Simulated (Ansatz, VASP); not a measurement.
# Te2Mo: VASP beside Ansatz, part 2 of 2

Aim: how closely do two programs agree when they are given the same cell, functional and k mesh? The cell is taken from a series of VASP runs on this material, whose earlier steps may have relaxed, scaled or displaced it; both programs get it as it stands.

VASP 6.6.1 and Ansatz 0.2.0.

So far: The starting structure; VASP: relaxation of cell and atoms, PBEsol with D3(BJ); Ansatz: relaxation of cell and atoms, PBEsol with D3(BJ).

## (4) Side by side

Known differences besides the potentials themselves: both relaxations stop at a tolerance, which leaves soft axes loose, and VASP keeps its plane-wave basis; the data sets hold 92 valence electrons in Ansatz (default PAW (the set named soft_2) files) and 52 in VASP; the cutoff is 420 eV in Ansatz and 450 eV in VASP; Ansatz makes its cores anew for this functional, VASP keeps those of its PBE data sets; Ansatz adds a Pulay correction to the stress that steers its cell, VASP none. Total energies have different zeros and are not compared.

Both answers:

| quantity | Ansatz | VASP | difference |
| --- | --- | --- | --- |
| volume (Å³) | 136.23 | 136.19 | +0.03 % |
| edge a after relaxation, in the typed setting (Å) | 3.434 | 3.434 | -0.01 % |
| edge c after relaxation, in the typed setting (Å) | 13.337 | 13.332 | +0.04 % |

The walks stopped with -0.01 GPa left in Ansatz and -0.02 GPa in VASP; each walk ends within a tolerance, so the volume difference is uncertain by about these residues over the bulk modulus, most in soft cells.

## (5) VASP: relaxation of cell and atoms, PBEsol, DFT+U

The relaxed volume is the usual yardstick between codes: its relative difference is about their pressure difference at one cell divided by the bulk modulus. The cell compared in this pair holds 149.62 Å³, against 136.19 Å³ for the pair before.

File INCAR:

```
SYSTEM = Te2Mo
PREC = Accurate
ENCUT = 450
EDIFF = 1E-06
NELM = 100
ISMEAR = 0
SIGMA = 0.03
LREAL = .FALSE.
ALGO = Normal
GGA = PS
NBANDS = 32
LDAU = .TRUE.
LDAUTYPE = 2
LDAUL = -1 2
LDAUU = 0 4.38
LDAUJ = 0 0
LDAUPRINT = 1
LASPH = .TRUE.
LMAXMIX = 4
LORBIT = 11
LWAVE = .FALSE.
LCHARG = .FALSE.
KPAR = 8
IBRION = 2
NSW = 50
ISIF = 3
EDIFFG = -0.006
```

File POSCAR:

```
Te2Mo
1.0
    3.5077475951      0.0000000000      0.0000000000
   -1.7538737976      3.0377985274      0.0000000000
    0.0000000000      0.0000000000     14.0411140213
Te Mo
4 2
Direct
    0.6666666667      0.3333333333      0.3795885400
    0.3333333333      0.6666666667      0.8795885400
    0.6666666667      0.3333333333      0.1204114600
    0.3333333333      0.6666666667      0.6204114600
    0.6666666667      0.3333333333      0.7500000000
    0.3333333333      0.6666666667      0.2500000000
```

File KPOINTS:

```
Automatic mesh
0
Gamma
9 9 2
0 0 0
```

Potentials, in the order of the species: Te and Mo_sv (PBE family, release 64).

Launch:

```console
> mpirun -np 8 vasp_std
```

Numbers of over 12 decimals in the logs are rounded to 6 here.

The program printed:

```text
[banner, memory and clock lines left out]
running    8 mpi-ranks, on    1 nodes
[...]
[... a notice as in an earlier step ...]

 [... a notice as in an earlier step ...]

 LDA part: xc-table for (Slater+PW92), standard interpolation
 POSCAR, INCAR and KPOINTS ok, starting setup
[...]
entering main loop
       N       E                     dE             d eps       ncg     rms          rms(c)
DAV:   1     0.373157132906E+03    0.37316E+03   -0.25463E+04  1824   0.130E+03
DAV:   2    -0.995715608800E+01   -0.38311E+03   -0.37328E+03  1888   0.320E+02
DAV:   3    -0.303546457207E+02   -0.20397E+02   -0.20113E+02  1960   0.632E+01
DAV:   4    -0.308141583399E+02   -0.45951E+00   -0.45838E+00  1920   0.945E+00
[...]
DAV:  13    -0.288892471724E+02    0.71624E-04   -0.43120E-04  1920   0.104E-01    0.322E-02
DAV:  14    -0.288892486330E+02   -0.14606E-05   -0.92009E-06  1688   0.146E-02    0.201E-02
DAV:  15    -0.288892490256E+02   -0.39258E-06   -0.11641E-06  1096   0.547E-03
[...]
DAV:   4    -0.288892409788E+02    0.27322E-05   -0.39261E-05  1624   0.277E-02    0.141E-02
DAV:   5    -0.288892376939E+02    0.32848E-05   -0.16399E-05  1784   0.231E-02    0.769E-03
DAV:   6    -0.288892386078E+02   -0.91384E-06   -0.21364E-06  1144   0.688E-03
   2 F= -.28889239E+02 E0= -.28889239E+02  d E =0.104179E-04
 trial-energy change:    0.000010  1 .order    0.000009   -0.000026    0.000045
 step:   0.3688(harm=  0.3688)  dis= 0.00006  next Energy=   -28.889254 (dE=-0.483E-05)
[...]
N       E                     dE             d eps       ncg     rms          rms(c)
DAV:   1    -0.288893645360E+02   -0.12684E-03   -0.23845E-03  1600   0.357E-01    0.875E-02
DAV:   2    -0.288893029750E+02    0.61561E-04   -0.10721E-03  1752   0.175E-01    0.543E-02
DAV:   3    -0.288892578791E+02    0.45096E-04   -0.25282E-04  1736   0.661E-02    0.257E-02
DAV:   4    -0.288892560675E+02    0.18116E-05   -0.15566E-05  1416   0.175E-02    0.888E-03
DAV:   5    -0.288892538752E+02    0.21923E-05   -0.65806E-06  1608   0.150E-02    0.475E-03
DAV:   6    -0.288892531603E+02    0.71485E-06   -0.77470E-07   856   0.436E-03
   3 F= -.28889253E+02 E0= -.28889253E+02  d E =-.413472E-05
[...]
reached required accuracy - stopping structural energy minimisation
```

Parts of OUTCAR (step 5):

```text
  Total        0.0152609      0.0152609     -0.0025183     -0.0000000     -0.0000000     -0.0000000
  in kB        0.1634578      0.1634578     -0.0269730     -0.0000000     -0.0000000     -0.0000000
  external PRESSURE =       0.0999808 kB  Pullay stress =       0.0000000 kB

 POSITION                                       TOTAL-FORCE (eV/Angst)
 -----------------------------------------------------------------------------------
      1.75380      1.01256      5.32899         0.000000     -0.000000      0.001451
     -0.00000      2.02511     12.34849        -0.000000     -0.000000      0.001451
      1.75380      1.01256      1.69052         0.000000      0.000000     -0.001451
     -0.00000      2.02511      8.71002        -0.000000     -0.000000     -0.001451
      1.75380      1.01256     10.52926         0.000000      0.000000      0.000000
     -0.00000      2.02511      3.50975        -0.000000     -0.000000      0.000000
 -----------------------------------------------------------------------------------
    total drift:                                0.000000     -0.000000      0.000000

  FREE ENERGIE OF THE ION-ELECTRON SYSTEM (eV)
  ---------------------------------------------------
  free  energy   TOTEN  =       -28.8892531603 eV

  energy  without entropy=      -28.8892531603  energy(sigma->0) =      -28.88925316

[... 2 parts as in an earlier step ...]

[... 2 further parts left out ...]
[key lines of the parts left out:]
E-fermi :   8.3059
```

## (6) Ansatz: relaxation of cell and atoms, PBEsol, DFT+U

The same cell, functional, mesh and smearing now go to Ansatz, which takes its cutoff from its data sets.

The cell is taken from a series of VASP runs on this material, whose earlier steps may have relaxed, scaled or displaced it; both programs get it as it stands.

File input.yaml:

```yaml
crystal:
  lattice:
    - [3.5077475951, 0.0, 0.0]
    - [-1.7538737976, 3.0377985274, 0.0]
    - [0.0, 0.0, 14.0411140213]
  atoms:
    - { symbol: Te, position: [0.6666666667, 0.3333333333, 0.37958854] }
    - { symbol: Te, position: [0.3333333333, 0.6666666667, 0.87958854] }
    - { symbol: Te, position: [0.6666666667, 0.3333333333, 0.12041146] }
    - { symbol: Te, position: [0.3333333333, 0.6666666667, 0.62041146] }
    - { symbol: Mo, position: [0.6666666667, 0.3333333333, 0.75] }
    - { symbol: Mo, position: [0.3333333333, 0.6666666667, 0.25] }
hamiltonian:
  xc: pbesol
  pseudopotentials: { kind: paw }
  hubbard: { sites: [{ species: Mo, l: d, u_eff: 4.38 }] }
kpoints:
  mp_grid: { grid: [9, 9, 2] }
scf:
  occupations: { method: gaussian, width: 0.03 }
relax:
  f_tol: 0.01
  max_steps: 60
  cell: { stress_tol: 0.05 }
output:
  forces: true
  stress: true
  write_density: true
  write_potential: true
  elf: true
  volumetric_format: npy
```

Launch:

```console
> ansatz run input.yaml --threads 4 --pin off --max-ram 9216MiB --backend cpu --events-out ev --progress --plain --runs-dir out
```

The program printed:

```text
Te: projections on atomic orbitals take those of the free atom [Kr] 4d10 5s2 5p4, of charge +0.00 (hamiltonian.pseudopotentials.projection_atoms); the dataset's partial waves leave at most 7.8e-6 of an orbital's norm unspanned inside its sphere
[...]
- [3.489028, 2.8713361768808013e-11, 0.0]
    - [-1.744514, 3.021587, 0.0]
    - [0.0, 0.0, 13.963253]
  atoms:
    - { symbol: Te, position: [0.666667, 0.333333, 0.378976] }
    - { symbol: Te, position: [0.333333, 0.666667, 0.878976] }
    - { symbol: Te, position: [0.666667, 0.333333, 0.121024] }
    - { symbol: Te, position: [0.333333, 0.666667, 0.621024] }
    - { symbol: Mo, position: [0.666667, 0.333333, 0.75] }
    - { symbol: Mo, position: [0.333333, 0.666667, 0.25] }
[key lines of the parts left out:]
SCF converged after 5 iterations
Free energy (F): -37391.905724 eV
Fermi energy:    12.882145 eV
P = ⅓ Tr σ = 0.0025 GPa (0.025 kbar)
```

Run time: 28 s. Hardware: 4 threads of Intel Xeon Platinum 8488C (Sapphire Rapids), shared host; peak memory 0.74 GiB; 98 s of CPU time.

## (7) Comparison

What differs besides the data sets and the points named for the pairs above, as far as they apply: U acts on the PAW sphere in VASP and on atomic orbitals in Ansatz, so only states and trends compare. Total energies have different zeros and are not compared.

Both answers:

| quantity | Ansatz | VASP | difference |
| --- | --- | --- | --- |
| volume (Å³) | 147.21 | 149.58 | -1.59 % |
| edge a after relaxation, in the typed setting (Å) | 3.489 | 3.508 | -0.53 % |
| edge c after relaxation, in the typed setting (Å) | 13.963 | 14.039 | -0.54 % |

The walks stopped with 0.00 GPa left in Ansatz and 0.01 GPa in VASP; each walk ends within a tolerance, so the volume difference is uncertain by about these residues over the bulk modulus, most in soft cells.

## (8) Summary of results

```yaml
difference_in_edge_c_after_relaxation_in_the_typed_setting_relaxation_of_cell_and_atoms_pbesol_with_d3_bj: 0.037 %
difference_in_volume_relaxation_of_cell_and_atoms_pbesol_dft_u: -1.6 %
```

The difference in volume is -1.6 % (relaxation of cell and atoms, PBEsol, DFT+U). How closely two codes agree says nothing of how well the functional describes the real material.

[Lines on the potential files, build, host, timing and source positions are cut from VASP's logs without a mark.]

[Logs are printed without paths, hosts, clocks, repeated set-up lines and the standing remarks that a program may print on its own settings, such as how far it seeks lower states.]

[Hosts, paths, dates, database ids (printed as entryN), source tags and the programs' standing remarks are cut or masked in the printed files.]
